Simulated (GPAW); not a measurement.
Here is a GPAW 26.7.0 calculation.

Contents of run.py:

```python
from ase import Atoms
from ase.dft.bandgap import bandgap
from ase.io import write
from ase.parallel import parprint
from gpaw import GPAW, PW

atoms = Atoms(['Ag', 'Cl'],
              cell=[[0.0, 2.735, 2.735],
                    [2.735, 0.0, 2.735],
                    [2.735, 2.735, 0.0]],
              scaled_positions=[[0.0, 0.0, 0.0],
                                [0.5, 0.5, 0.5]],
              pbc=True)

calc = GPAW(mode=PW(450),
            xc='HSE06',
            kpts={'size': (6, 6, 6), 'gamma': True},
            occupations={'name': 'fermi-dirac', 'width': 0.05},
            nbands=18,
            convergence={'density': 1e-05, 'energy': 1e-05},
            maxiter=60,
            txt='gpaw.txt')
atoms.calc = calc
energy = atoms.get_potential_energy()
forces = atoms.get_forces()
calc.write('gs.gpw')
write('result.traj', atoms)
parprint(f'Energy: {energy:.6f} eV')
parprint('Forces (eV/A):')
parprint(forces.round(4))
parprint('Fermi level:', round(calc.get_fermi_level(), 4), 'eV')
parprint(f'Gap: {bandgap(calc)[0]:.4f} eV, direct: {bandgap(calc, direct=True)[0]:.4f} eV')
```

Potentials or basis: GPAW PAW data sets (gpaw-data 1.2.1), pw.

Launch:

```sh
$ OMP_NUM_THREADS=1 mpirun -n 4 gpaw python run.py
```

Task: Predict the band gap on the k mesh.

Result: 2.28 eV, indirect (least direct gap 4.73 eV).

Caveat: the PAW data sets were made with another functional, which shifts forces and pressure a little.

**The experiment to reproduce.**

A printed reference work, data compilation reports, for a bulk crystal of AgCl: band gap 3.249 eV (indirect).

A measured gap of AgCl is 3.249 eV (indirect; a printed reference work, data compilation); the calculated 2.28 eV misses it by -0.97 eV. Spin-orbit coupling on Ag is left out. The value is that of HSE06 on a finite k mesh, which can miss the band edges, without temperature or zero-point motion.
